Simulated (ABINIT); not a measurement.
Wanted: the native input for an ABINIT 10.8.3 (patched build) run.

- Task: equation of state
- Functional: PBE
- Potentials or basis: JTH PAW PBE v2.0
- Cutoff: 408 eV
- k mesh: 10 × 10 × 5
- Occupations: fermi-dirac, width 0.05 eV
- Spin: no spin polarisation
- Fine-grid cutoff: 816.342 eV
- Exchange and correlation inside the PAW spheres: full angular mesh (pawxcdev 0, this build's default; the released program takes 1)

Crystal: SiC (Moissanite).

```xyz
4
Lattice="3.0760 0.0000 0.0000 -1.5380 2.6639 0.0000 0.0000 0.0000 5.0480" Properties=species:S:1:pos:R:3 pbc="T T T"
Si    1.5380    0.8880    2.5240
Si    0.0000    1.7759    0.0000
C     1.5380    0.8880    4.4675
C     0.0000    1.7759    1.9435
```

One way to write it, as run:

run.abi

```
# Datasets: one volume each
ndtset 7
getwfk -1
scalecart1 3*0.9795861087
scalecart2 3*0.9864848297
scalecart3 3*0.9932883884
scalecart4 3*1.0000000000
scalecart5 3*1.0066227096
scalecart6 3*1.0131594038
scalecart7 3*1.0196128224

# Pseudopotentials
pp_dirpath "./"
pseudos "Si.GGA_PBE-JTH.xml, C.GGA_PBE-JTH.xml"

# Structure
acell 3*1.0
rprim
     5.8127975593     0.0000000000     0.0000000000
    -2.9063987797     5.0340303534     0.0000000000
     0.0000000000     0.0000000000     9.5393374771
ntypat 2
znucl 14 6
natom 4
typat 1 1 2 2
xred
     0.6666666667     0.3333333333     0.5000000000
     0.3333333333     0.6666666667     0.0000000000
     0.6666666667     0.3333333333     0.8850000000
     0.3333333333     0.6666666667     0.3850000000

# Plane-wave basis
ecut 15.0
pawecutdg 30.0

# k points
kptopt 1
ngkpt 10 10 5
nshiftk 1
shiftk 0.0 0.0 0.0

# Exchange and correlation
ixc 11

# Bands and occupations
nband 12
occopt 3
tsmear 0.05 eV

# SCF cycle
nstep 100
tolvrs 1.0e-9

# Output
iomode 3
prtwf 1
prtden 0
prteig 0
prtebands 0
```

Potentials or basis: JTH PAW PBE v2.0.

Command:

```console
$ abinit run.abi > log 2>&1
```

It gave:

| Item | Value |
| --- | --- |
| Equilibrium volume | 10.50 Å³/atom |
| Bulk modulus at fixed shape and positions | 212 GPa |
| Pressure derivative of the bulk modulus | 3.9 (rough: it moves with the points fitted) |

Caveat: the cutoff is too short for stress, so the log's stress isn't used; pressures at fixed basis lie under the slope of the energies; the cell was scaled at fixed shape and fractional positions, which overstates the stiffness of a crystal with free parameters, most of all of layers and chains.

It took 72 s on 1 thread of Arm Neoverse V2 (shared host), peak memory 0.13 GiB.
